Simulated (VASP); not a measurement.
# Rh: single point with PBE

Crystal: Rh.

```
Rh
1.0
     4.34056    0.00000    0.00000
    -2.17028    3.75904    0.00000
     0.00000    0.00000    2.65768
Rh
3
Direct
  0.00000 0.00000 0.00000
  0.33333 0.66667 0.50000
  0.66667 0.33333 0.50000
```

This isn't the form of Rh at room conditions, which is fcc.

| Item | Value |
| --- | --- |
| Program | VASP 6.6.1 |
| Task | single point |
| Functional | PBE |
| Potentials or basis | VASP PAW PBE potentials, release 64 (Rh_pv) |
| Cutoff | 520 eV |
| k mesh | 8 × 8 × 11 |
| Occupations | fermi-dirac, width 0.08 eV |
| Spin | no spin polarisation |

```
Pressure               : 0.0 GPa
Band gap on the k mesh : none (metal or under the smearing width)
```

Levels at points of the mesh, in eV from the Fermi level:
```
           k point  band 20  band 21  band 22  band 23  band 24  band 25  band 26  band 27
(0.00, 0.00, 0.00)    -1.56    -1.56    -1.49    -1.49     0.72     0.72     8.24     8.24
(0.50, 0.00, 0.00)    -1.30    -0.23     0.06     0.10     0.12     0.40     0.78     1.16
```

Wall time 28 s on 1 thread of Intel(R) Xeon(R) 6975P-C (Granite Rapids), with other jobs on the host, peak memory 0.17 GiB.
